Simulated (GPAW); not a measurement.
# MgSe (Fm-3m) in GPAW: notebook

The runs below take MgSe through single point, with PBE.

Program: GPAW 26.7.0. These are calculated values, not measurements. Logs are shortened: lines on timing, memory, paths and dates and some standing lists are left out, and cuts for length are marked. The log counts tension as positive stress, the text compression.

### 1 The structure

Symmetry: Fm-3m, No. 225, cubic system. Conventional cell: a = 5.451 Å, b = 5.451 Å, c = 5.451 Å, α = 90.00°, β = 90.00°, γ = 90.00°. Around Se (site symmetry m-3m) lie 6 Mg at 2.73 Å. Around Mg (site symmetry m-3m) lie 6 Se at 2.73 Å.

### 2 Single point, PBE

File run.py:

```python
from ase.dft.bandgap import bandgap
from ase.io import read, write
from ase.units import GPa
from gpaw import GPAW, PW, setup_paths

setup_paths.insert(0, '.')

atoms = read('MgSe.cif')

calc = GPAW(mode=PW(650),
            xc='PBE',
            kpts={'size': (7, 7, 7), 'gamma': True},
            occupations={'name': 'fermi-dirac', 'width': 0.05},
            nbands=16,
            maxiter=120,
            txt='gpaw.txt')
atoms.calc = calc
energy = atoms.get_potential_energy()
forces = atoms.get_forces()
stress = atoms.get_stress()
calc.write('gs.gpw')
write('result.traj', atoms)
print(f'Energy: {energy:.6f} eV')
print('Forces (eV/A):')
print(forces.round(4))
print('Stress (GPa):', (stress / GPa).round(3))
print('Fermi level:', round(calc.get_fermi_level(), 4), 'eV')
print(f'Gap: {bandgap(calc)[0]:.4f} eV, direct: {bandgap(calc, direct=True)[0]:.4f} eV')
```

File MgSe.cif:

```cif
data_MgSe
_cell_length_a 3.85443906
_cell_length_b 3.85443906
_cell_length_c 3.85443906
_cell_angle_alpha 60.00000000
_cell_angle_beta 60.00000000
_cell_angle_gamma 60.00000000
_space_group_name_H-M_alt 'P1'
_space_group_name_Hall 'P 1'
_space_group_IT_number 1
loop_
_space_group_symop_operation_xyz
'x,y,z'
loop_
_atom_site_label
_atom_site_type_symbol
_atom_site_symmetry_multiplicity
_atom_site_Wyckoff_symbol
_atom_site_fract_x
_atom_site_fract_y
_atom_site_fract_z
_atom_site_occupancy
Se1 Se 1 a 0.5000000000 0.5000000000 0.5000000000 1
Mg1 Mg 1 a 0.0000000000 0.0000000000 0.0000000000 1
```

Potentials or basis: PAW data sets generated in the run's folder for this functional, pw.

Run with:

```bash
gpaw-setup -f PBE Mg Se
OMP_NUM_THREADS=1 python run.py
```

gpaw.txt:

```text
__  _  _
 | _ |_)|_||  |
 |__||  | ||/\| - 26.7.0

Input parameters:
  mode=PW(ecut=650.0),
  kpts=MonkhorstPack(size=(7, 7, 7), gamma=True),
  maxiter=120,
  nbands=16,
  occupations=Occupations(name='fermi-dirac', width=0.05),
  xc=XC(name='PBE')

Diagonalizing LCAO Hamiltonian
Converting LCAO to pw mode

                  Se

       Mg

Atoms  # Å, Bohr magnetons
|   | symbol |        x |        y |        z |    initial magnetic moments |
|---|--------|----------|----------|----------|-----------------------------|
| 0 |     Se | 3.854439 | 2.225361 | 1.573568 | ( 0.0000,  0.0000,  0.0000) |
| 1 |     Mg | 0.000000 | 0.000000 | 0.000000 | ( 0.0000,  0.0000,  0.0000) |

Unit cell  # Å
| periodic |        x |        y |        z |  lengths |    angles |
|----------|----------|----------|----------|----------|-----------|
|      yes | 3.854439 | 0.000000 | 0.000000 | 3.854439 | 60.000000 |
|      yes | 1.927220 | 3.338042 | 0.000000 | 3.854439 | 60.000000 |
|      yes | 1.927220 | 1.112681 | 3.147136 | 3.854439 | 60.000000 |

Number of symmetries: 48
Symmetry operations  # r_c * U_cc + t_c -> r_c
|    | kind |            matrix            |
|----|------|------------------------------|
|  0 |  σ   |  1, 0, 0,  1, 0,-1,  1,-1, 0 |
|  1 |  C2  |  1, 0, 0,  1,-1, 0,  1, 0,-1 |
|  2 |  E   |  1, 0, 0,  0, 1, 0,  0, 0, 1 |
|  3 |  σ   |  1, 0, 0,  0, 0, 1,  0, 1, 0 |
|  4 |  C4  |  1, 0,-1,  1, 0, 0,  1,-1, 0 |
|  5 |  S6  |  1, 0,-1,  1,-1, 0,  1, 0, 0 |
|  6 |  σ   |  1, 0,-1,  0, 1,-1,  0, 0,-1 |
|  7 |  C3  |  1, 0,-1,  0, 0,-1,  0, 1,-1 |
|  8 |  S6  |  1,-1, 0,  1, 0, 0,  1, 0,-1 |
|  9 |  C4  |  1,-1, 0,  1, 0,-1,  1, 0, 0 |
| 10 |  C3  |  1,-1, 0,  0,-1, 1,  0,-1, 0 |
| 11 |  σ   |  1,-1, 0,  0,-1, 0,  0,-1, 1 |
| 12 |  σ   |  0, 1, 0,  1, 0, 0,  0, 0, 1 |
| 13 |  C4  |  0, 1, 0,  0, 1,-1, -1, 1, 0 |
| 14 |  C3  |  0, 1, 0,  0, 0, 1,  1, 0, 0 |
| 15 |  S6  |  0, 1, 0, -1, 1, 0,  0, 1,-1 |
| 16 |  C2  |  0, 1,-1,  1, 0,-1,  0, 0,-1 |
| 17 |  σ   |  0, 1,-1,  0, 1, 0, -1, 1, 0 |
| 18 |  S4  |  0, 1,-1,  0, 0,-1,  1, 0,-1 |
| 19 |  C4  |  0, 1,-1, -1, 1, 0,  0, 1, 0 |
| 20 |  C3  |  0, 0, 1,  1, 0, 0,  0, 1, 0 |
| 21 |  σ   |  0, 0, 1,  0, 1, 0,  1, 0, 0 |
| 22 |  S6  |  0, 0, 1,  0,-1, 1, -1, 0, 1 |
| 23 |  C4  |  0, 0, 1, -1, 0, 1,  0,-1, 1 |
| 24 |  S4  |  0, 0,-1,  1, 0,-1,  0, 1,-1 |
| 25 |  C3  |  0, 0,-1,  0, 1,-1,  1, 0,-1 |
| 26 |  C2  |  0, 0,-1,  0,-1, 0, -1, 0, 0 |
| 27 |  S6  |  0, 0,-1, -1, 0, 0,  0,-1, 0 |
| 28 |  S4  |  0,-1, 1,  1,-1, 0,  0,-1, 0 |
| 29 |  C4  |  0,-1, 1,  0, 0, 1, -1, 0, 1 |
| 30 |  C2  |  0,-1, 1,  0,-1, 0,  1,-1, 0 |
| 31 |  σ   |  0,-1, 1, -1, 0, 1,  0, 0, 1 |
| 32 |  C3  |  0,-1, 0,  1,-1, 0,  0,-1, 1 |
| 33 |  S6  |  0,-1, 0,  0, 0,-1, -1, 0, 0 |
| 34 |  S4  |  0,-1, 0,  0,-1, 1,  1,-1, 0 |
| 35 |  C2  |  0,-1, 0, -1, 0, 0,  0, 0,-1 |
| 36 |  C2  | -1, 1, 0,  0, 1, 0,  0, 1,-1 |
| 37 |  S6  | -1, 1, 0,  0, 1,-1,  0, 1, 0 |
| 38 |  S4  | -1, 1, 0, -1, 0, 1, -1, 0, 0 |
| 39 |  C3  | -1, 1, 0, -1, 0, 0, -1, 0, 1 |
| 40 |  S6  | -1, 0, 1,  0, 0, 1,  0,-1, 1 |
| 41 |  C2  | -1, 0, 1,  0,-1, 1,  0, 0, 1 |
| 42 |  C3  | -1, 0, 1, -1, 1, 0, -1, 0, 0 |
| 43 |  S4  | -1, 0, 1, -1, 0, 0, -1, 1, 0 |
| 44 |  C2  | -1, 0, 0,  0, 0,-1,  0,-1, 0 |
| 45 |  i   | -1, 0, 0,  0,-1, 0,  0, 0,-1 |
| 46 |  σ   | -1, 0, 0, -1, 1, 0, -1, 0, 1 |
| 47 |  C2  | -1, 0, 0, -1, 0, 1, -1, 1, 0 |

BZ-sampling:
  Number of BZ points: 343
  Number of IBZ points: 20

  Monkhorst-Pack size: [7, 7, 7]
  Monkhorst-Pack shift: [0, 0, 0]

K-points  # in reciprocal-cell coordinates
|     |                                coordinates |     weight |
|-----|--------------------------------------------|------------|
|   0 | (  0.00000000,   0.00000000,   0.00000000) | 0.00291545 |
|   1 | (  0.14285714,   0.14285714,   0.00000000) | 0.01749271 |
|   2 | (  0.14285714,   0.14285714,   0.14285714) | 0.02332362 |
|   3 | (  0.28571429,   0.14285714,   0.14285714) | 0.03498542 |
|   4 | (  0.28571429,   0.28571429,   0.00000000) | 0.01749271 |
|   5 | (  0.28571429,   0.28571429,   0.14285714) | 0.06997085 |
|   6 | (  0.28571429,   0.28571429,   0.28571429) | 0.02332362 |
|   7 | (  0.42857143,  -0.28571429,  -0.28571429) | 0.03498542 |
|   8 | (  0.42857143,   0.28571429,  -0.42857143) | 0.13994169 |
|   9 | (  0.42857143,   0.28571429,  -0.28571429) | 0.06997085 |
| ... |                                            |            |
|  19 | (  0.42857143,   0.42857143,   0.42857143) | 0.02332362 |

Plane wave coefficients: 1541
Cutoff: 650.0 eV

Spin-components: 1 (collinear spins)
Bands:           16
Projectors:      10
Spin-degeneracy: 2
Datatype:        complex128

Parallelization:
  kpt:    1
  domain: 1
  band:   1

Density:
  Valence electrons: 16.0
  Components: 1
  Grid points: [24 24 24]
  Charge: 0.0  # |e|

Potential:
  Grid points: [24 24 24]

species:
  Se:
    name:    Selenium
    Z:       34.0
    valence: 6
    core:    28
    charge:  0.0  # [|e|]
    compensation charges:
      type: gauss
      rc: 0.27  # [Å]
      lmax: 2
    cutoffs:
      filter: 1.77  # [Å]
      core: 2.67  # [Å]
    projectors
    | kind |    occ | energy [eV] | rcut [Å] |
    |------|--------|-------------|----------|
    |   4s |  2.000 |     -17.277 |    0.847 |
    |   4p |  4.000 |      -6.512 |    1.005 |
    |    s |        |       9.934 |    0.847 |
    |    p |        |      20.699 |    1.005 |
    |    d |        |       0.000 |    0.847 |

    Using partial waves for Se as LCAO basis

  Mg:
    name:    Magnesium
    Z:       12.0
    valence: 10
    core:    2
    charge:  0.0  # [|e|]
    compensation charges:
      type: gauss
      rc: 0.33  # [Å]
      lmax: 2
    cutoffs:
      filter: 1.86  # [Å]
      core: 0.54  # [Å]
    projectors
    | kind |    occ | energy [eV] | rcut [Å] |
    |------|--------|-------------|----------|
    |   2s |  2.000 |     -79.840 |    1.090 |
    |   3s |  2.000 |      -4.705 |    1.090 |
    |   2p |  6.000 |     -46.613 |    1.085 |
    |   3p |  0.000 |      -1.330 |    1.085 |
    |    d |        |       0.000 |    1.037 |

    Using partial waves for Mg as LCAO basis

Reference energy: -71553.178070  # eV

eigensolver:
  PPCG
  Converge bands: occupied
  niter=2

density mixing:
  MSR1-Mixer
  Pratt-step length: 0.05
  Maximum mixing coefficient: 0.75
  Old densities: 10
  SVD Regularization: 0.005
  Good broyden scale: 1.0
  Trust region scale: 1.0
  Backstep threshold: 4.0
  History deletion threshold: 6.0
  Fourier metric: weight=20.0, sigma=0.015

occupation numbers:
  Fermi-Dirac:
    width: 0.0500  # eV

poisson solver:
  ecut: 5200.0  # eV

xc functional:
  name: PBE with 2 nearest neighbor stencil

convergence criteria:
- Maximum [total energy] change in last 3 cyles: 0.0005 eV / valence electron
- Maximum integral of absolute [dens]ity change: 0.0001 electrons / valence electron
- Maximum integral of absolute [eigenst]ate change: 4e-08 eV^2 / valence electron
maximum number of iterations: 120

SCF iterations
|iter     | |      energy | eigst |  dens |
|---------|-|-------------|-------|-------|
|iter:   1| |   -7.800281 | -0.06 |       |
|iter:   2| |   -7.757592 | -2.12 | -1.18 |
|iter:   3| |   -7.579429 | -1.75 | -1.22 |
|iter:   4| |   -7.583632 | -3.30 | -1.82 |
|iter:   5| |   -7.584707c| -3.81 | -2.26 |
|iter:   6| |   -7.584721c| -5.53 | -3.36 |
|iter:   7| |   -7.584722c| -6.35 | -3.83 |
|iter:   8| |   -7.584722c| -8.86c| -4.85c|

Converged in 8 steps
Energy contributions relative to reference atoms: (reference = -71553.178070)

Energy contributions:
  Kinetic:          10.349185
  Coulomb:          -8.610209
  Zero:             -0.045827
  External:          0.000000
  Xc:               -9.277872
  Entropy:          -0.000000
  Spinorbit:         0.000000
  ----------------------------
  Free energy:      -7.584722
  Extrapolated:     -7.584722

dipole moment: (-11.073951, -6.393548, -4.520921)  # |e|*Ang

Fermi level: 5.902
Eigenvalues  # (at kpt = [0.000, 0.000, 0.000])
| band index |      eig [eV] | occ [0-2] |
|------------|---------------|-----------|
|          0 |       -70.507 |     2.000 |
|          1 |       -37.284 |     2.000 |
|          2 |       -37.284 |     2.000 |
|          3 |       -37.284 |     2.000 |
|          4 |        -7.973 |     2.000 |
|          5 |         4.959 |     2.000 |
[... 8 lines left out ...]
|         14 |        16.235 |     0.000 |
|         15 |        16.245 |     0.000 |

Gap: 2.033 eV
Transition (v -> c):
  (s=0, k=0, n=7, [0.00, 0.00, 0.00]) -> (s=0, k=16, n=8, [0.43, 0.43, 0.00])
Direct/indirect transitions are different
Direct gap: 2.619 eV
Transition at: (s=0, k=0, n=7, [0.00, 0.00, 0.00])

Forces  # eV/Ang
|        x |        y |        z |
|----------|----------|----------|
| -0.00000 | -0.00000 |  0.00000 |  # Se   0
|  0.00000 |  0.00000 | -0.00000 |  # Mg   1

Stress tensor  # eV/Ang^3
|         x |         y |         z |
|-----------|-----------|-----------|
| -0.012433 |  0.000000 |  0.000000 |
| -0.000000 | -0.012433 |  0.000000 |
|  0.000000 |  0.000000 | -0.012433 |

# Writing to gs.gpw (mode='')
```

Run time: 13 s. Hardware: 1 thread of Arm Neoverse V1, shared host; peak memory 0.15 GiB.

Results:

* Free energy: -7.5847 eV
* Pressure: 2.0 GPa
* Band gap on the k mesh: 2.03 eV, indirect (least direct gap 2.62 eV)

Caveat: the cutoff is short for stress and forces, so pressures can be off by a GPa or more; an odd mesh through Γ misses points on the zone boundary, where band edges often lie.

### 3 Single point, PBE

run.py: that of step 2 with these lines changed.

```diff
@@ -1,9 +1,14 @@
+from ase import Atoms
 from ase.dft.bandgap import bandgap
-from ase.io import read, write
+from ase.io import write
 from ase.units import GPa
-from gpaw import GPAW, PW, setup_paths
+from gpaw import GPAW, PW
 
-setup_paths.insert(0, '.')
-
-atoms = read('MgSe.cif')
+atoms = Atoms(['Se', 'Mg'],
+              cell=[[0.0, 2.7255, 2.7255],
+                    [2.7255, 0.0, 2.7255],
+                    [2.7255, 2.7255, 0.0]],
+              scaled_positions=[[0.5, 0.5, 0.5],
+                                [0.0, 0.0, 0.0]],
+              pbc=True)
```

Potentials or basis: GPAW PAW data sets (gpaw-data 1.2.1), pw.

Run with:

```bash
OMP_NUM_THREADS=1 python run.py
```

Wall time 11 s (1 thread of Arm Neoverse V1, shared host); peak memory 0.15 GiB.

It converged, with:

| Property | Result |
| --- | --- |
| Free energy | -7.5858 eV |
| Pressure | 2.0 GPa |
| Band gap on the k mesh | 2.03 eV, indirect (least direct gap 2.62 eV) |

Levels at points of the mesh, in eV from the valence-band top:
| k point | band 6 | band 7 | band 8 | band 9 | band 10 | band 11 |
| --- | --- | --- | --- | --- | --- | --- |
| (0.00, 0.00, 0.00) | 0.00 | 0.00 | 0.00 | 2.62 | 7.43 | 7.43 |

Caveat: the cutoff is short for stress and forces, so pressures can be off by a GPa or more; an odd mesh through Γ misses points on the zone boundary, where band edges often lie.
